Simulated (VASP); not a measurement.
Wanted: the native input for a VASP 6.6.1 run.

```
Task                               : electric field gradients
Functional                         : PBE-based screened hybrid
Potentials or basis                : VASP PAW PBE potentials, release 64 (Cs_sv, I)
Cutoff                             : 520 eV
k mesh                             : 4 × 4 × 4
Occupations                        : gaussian, width 0.05 eV
Spin                               : collinear spin, typed start
Starting moments                   : [0.5, 0.0] μB
Dipole correction                  : no
Exchange at q = 0                  : truncated
Grid for exact exchange (PRECFOCK) : Normal
Share of exact exchange            : 0.25
Screening parameter                : 0.3
Further INCAR settings             : ALGO = Normal; EDIFF = 1e-08; NBANDS = 19
```

The system is CsI.

```
Cs I
1.0
     4.50498    0.00000    0.00000
     0.00000    4.50498    0.00000
     0.00000    0.00000    4.50498
Cs I
1 1
Direct
  0.00000 0.00000 0.00000
  0.50000 0.50000 0.50000
```

The cell isn't the ideal one: volume scaled by 0.96.

The input as run:

POSCAR

```
CsI
1.0
    4.5049802719      0.0000000000      0.0000000000
    0.0000000000      4.5049802719      0.0000000000
    0.0000000000      0.0000000000      4.5049802719
Cs I
1 1
Direct
    0.0000000000      0.0000000000      0.0000000000
    0.5000000000      0.5000000000      0.5000000000
```

INCAR.step1

```
PREC     = Accurate       # precision mode
ENCUT    = 520            # plane-wave cutoff, eV
ISMEAR   = 0              # smearing method
SIGMA    = 0.05           # smearing width, eV
LREAL    = False          # projectors in reciprocal space
LASPH    = True           # aspherical terms in the spheres
NELM     = 150            # most SCF steps
ALGO     = Normal         # electronic algorithm
ISIF     = 2              # what is computed and relaxed
LWAVE    = True           # write WAVECAR
LCHARG   = False          # write CHGCAR
ISPIN    = 2              # spin polarisation
MAGMOM   = 0.5 0          # initial moments
LORBIT   = 11             # projections on sites
GGA      = PE             # functional
EDIFF    = 1E-5           # SCF threshold, eV
NBANDS   = 19             # bands
```

INCAR.step2

```
PREC     = Accurate       # precision mode
ENCUT    = 520            # plane-wave cutoff, eV
EDIFF    = 1E-8           # SCF threshold, eV
ISMEAR   = 0              # smearing method
SIGMA    = 0.05           # smearing width, eV
LREAL    = False          # projectors in reciprocal space
LASPH    = True           # aspherical terms in the spheres
NELM     = 150            # most SCF steps
ALGO     = Normal         # electronic algorithm
ISIF     = 2              # what is computed and relaxed
LWAVE    = False          # write WAVECAR
LCHARG   = False          # write CHGCAR
ISPIN    = 2              # spin polarisation
MAGMOM   = 0.5 0          # initial moments
LORBIT   = 11             # projections on sites
GGA      = PE             # functional
LHFCALC  = True           # exact exchange
AEXX     = 0.25           # exact-exchange fraction
HFSCREEN = 0.3            # screening, 1/A
PRECFOCK = Normal       
LEFG     = True         
ISTART   = 1            
NBANDS   = 19             # bands
```

KPOINTS

```
regular mesh
0
Gamma
  4 4 4
```

Potentials or basis: VASP PAW PBE potentials, release 64 (Cs_sv, I).

Command:

```console
$ cat potpaw_PBE.64/Cs_sv/POTCAR potpaw_PBE.64/I/POTCAR > POTCAR
$ cp INCAR.step1 INCAR
$ mpirun -np 1 vasp_std > vasp.out
$ cp INCAR.step2 INCAR
$ mpirun -np 1 vasp_std > vasp.out
```

Results of the run:

```yaml
Pressure: 1.2 GPa
Band_gap_on_the_k_mesh: 4.81 eV, indirect (least direct gap 4.90 eV)
Net_moment: 0.00 μB per cell
Valence_electrons_inside_the_program's_atomic_spheres: Cs 6.91; I 4.42
```

Caveat: the PAW data sets were made with another functional, which shifts forces and pressure a little; spin-orbit coupling is left out, which moves the levels of the heavy elements.

Wall time 34 min on 1 thread of Intel(R) Xeon(R) 6975P-C (Granite Rapids) (shared host), peak memory 0.38 GiB.
